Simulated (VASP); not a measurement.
A run of VASP 6.6.1 is set up as follows.

The input INCAR:

```
SYSTEM = NiO
PREC = Accurate ; ENCUT = 520
EDIFF = 1E-7 ; ISMEAR = 0
SIGMA = 0.028999999999999998 ; LREAL = .FALSE.
LASPH = .TRUE. ; NELM = 150
ALGO = Fast ; ISIF = 2
LWAVE = .FALSE. ; LCHARG = .FALSE.
ISPIN = 2 ; MAGMOM = 1 0
LORBIT = 11 ; LMAXMIX = 4
GGA = PE ; NBANDS = 19
```

KPOINTS

```
Automatic mesh
0
G
  11 11 11
  0 0 0
```

File POSCAR:

```
NiO
1.0
    0.0000000000      2.0859016414      2.0859016414
    2.0859016414      0.0000000000      2.0859016414
    2.0859016414      2.0859016414      0.0000000000
Ni O
1 1
Direct
    0.0000000000      0.0000000000      0.0000000000
    0.5000000000      0.5000000000      0.5000000000
```

Potentials or basis: VASP PAW PBE potentials, release 64 (Ni, O).

Launch:

```bash
$ cat potpaw_PBE.64/Ni/POTCAR potpaw_PBE.64/O/POTCAR > POTCAR
$ mpirun -np 1 vasp_std > vasp.out
```

(1) Estimate the site moments.

(2) Predict the band gap on the k mesh.

(3) Predict the pressure.

(4) Estimate the net moment.

## Answers

(1) Ni +1.45; O +0.27 μB.

(2) none (metal or under the smearing width).

(3) 6.0 GPa.

(4) 1.76 μB per cell.

Caveat: a cell with one magnetic atom can't hold antiferromagnetic order, which such compounds often take; semilocal functionals often make such compounds metallic where correlation or magnetic order opens a gap, which also shifts bond lengths.

The gap isn't set beside the measured one, since this odd mesh misses points on the zone boundary.
